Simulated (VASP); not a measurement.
# Sr: single point with PBEsol

Sr:

```
CELL_PARAMETERS angstrom
-2.40291 2.35441 2.40291
2.35441 -2.40291 2.40291
2.45141 2.45141 -2.45141
ATOMIC_POSITIONS crystal
Sr 0.00000 0.00000 0.00000
```

The cell isn't the ideal one: strained and moved within a subgroup.

```
Program                : VASP 6.6.1
Task                   : single point
Functional             : PBEsol
Potentials or basis    : VASP PAW PBE potentials, release 64 (Sr_sv)
Cutoff                 : 520 eV
k mesh                 : 12 × 12 × 12
Occupations            : gaussian, width 0.1 eV
Spin                   : no spin polarisation
Dipole correction      : no
Further INCAR settings : ALGO = Fast; EDIFF = 1e-06; NBANDS = 11
```

The pressure is -0.9 GPa. The band gap on the k mesh is none (metal or under the smearing width).

Stress tensor (GPa, compression positive):
```
-0.91 -0.23  0.23
-0.23 -0.91  0.23
 0.23  0.23 -0.91
```

Levels at points of the mesh, in eV from the Fermi level:
| k point | band 3 | band 4 | band 5 | band 6 | band 7 | band 8 |
| --- | --- | --- | --- | --- | --- | --- |
| (0.00, 0.00, 0.00) | -18.47 | -18.47 | -3.66 | 2.25 | 2.25 | 2.47 |
| (0.50, 0.00, 0.00) | -18.54 | -18.47 | -0.99 | 0.26 | 1.19 | 3.41 |
| (0.00, 0.00, 0.50) | -18.53 | -18.47 | -1.07 | 0.14 | 1.17 | 3.52 |
| (0.50, 0.50, 0.50) | -18.62 | -18.60 | -0.14 | -0.14 | 3.55 | 3.56 |

Wall time 70 s on 1 thread of Intel(R) Xeon(R) Platinum 8488C (Sapphire Rapids), with other jobs on the host, peak memory 0.25 GiB.

Caveat: the PAW data sets were made with another functional, which shifts forces and pressure a little.
